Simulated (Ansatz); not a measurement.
ZnAu

Computed with Ansatz (plane waves, PAW, 420 eV cutoff): PBE with spin–orbit coupling, two-component spinors, Γ-centred 10×10×10 mesh, 0.05 eV Gaussian smearing; PAW files: Ansatz's generated set soft_2.

```xyz
2
Lattice="3.1793 0.0000 0.0000 0.0000 3.1793 0.0000 0.0000 0.0000 3.1793" Properties=species:S:1:pos:R:3 pbc="T T T"
Zn    1.5897    1.5897    1.5897
Au    0.0000    0.0000    0.0000
```

The chain of runs began from a cell as deposited in COD, expanded in volume.

The run above is the reference. The same cell was run again with other input settings; several of them aren't fit for production, so the rows show the settings' effect and aren't properties of the material.

| keys changed | outcome | ΔE (meV/atom) | P (GPa) | gap on the mesh (eV) | cell moment (μB) | largest force component (eV/Å) | SCF iterations | rough core-seconds | new warnings |
| --- | --- | --- | --- | --- | --- | --- | --- | --- | --- |
| none (reference) | converged | 0.0 | 0.0 | metal | 0.00 (no moment typed) | 0.000 | – | – | – |
| scf.occupations.width: 0.05 → 0.15 | converged | -0.4 | 0.0 | metal | 0.00 (no moment typed) | 0.000 | 9 | 14 | – |
| scf.initial_density.chi_scale: 0.3 | converged | 0.0 | 0.0 | metal | 0.00 (no moment typed) | 0.000 | 10 | 16 | – |
| scf.lower_state_search: "light" | converged | 0.0 | 0.0 | metal | 0.00 (no moment typed) | 0.000 | 9 | 22 | – |

These changes also left energy (to 0.1 meV/atom), pressure, gap, moment and forces as in the reference: scf.mixing.preconditioner: "resta" | scf.eigensolver.kind: "davidson"; basis.precision: "f64" | scf.n_extra_bands: 16 | basis.xc_grid: 3.

ΔE is the energy with the smearing extrapolated to zero. It is left out where the change alters the Hamiltonian or the spin treatment. The varied runs start from atomic densities (corrected by the program's trained start where that serves), with the default search for lower states unless a row changes it.

(1) What happens with these changes: hamiltonian.dispersion: "d4"?

(2) What happens with these changes: hamiltonian.xc: "pbe" → "r2scan"?

Answers:

(1) outcome converged, P (GPa) -4.8, gap on the mesh (eV) metal, cell moment (μB) 0.00 (no moment typed), largest force component (eV/Å) 0.000, SCF iterations 9, rough core-seconds 14.

(2) outcome converged, P (GPa) -4.5, gap on the mesh (eV) metal, cell moment (μB) 0.00 (no moment typed), largest force component (eV/Å) 0.000, SCF iterations 8, rough core-seconds 30, new warnings cutoff below recommended.

Changing scf.initial_density.chi_scale only steers the path to self-consistency, so the energy stays within 0.5 meV/atom.

Changing scf.mixing.preconditioner only steers the path to self-consistency, so the energy stays within 0.5 meV/atom.

The pair part of a dispersion correction pulls inward (a three-body part mostly pushes out), and in metals and ionic crystals with large ions it often overbinds. The relaxed cell is 4 % larger in volume than the cell of this structure in the Crystallography Open Database (15.48 Å³/atom, 1983).
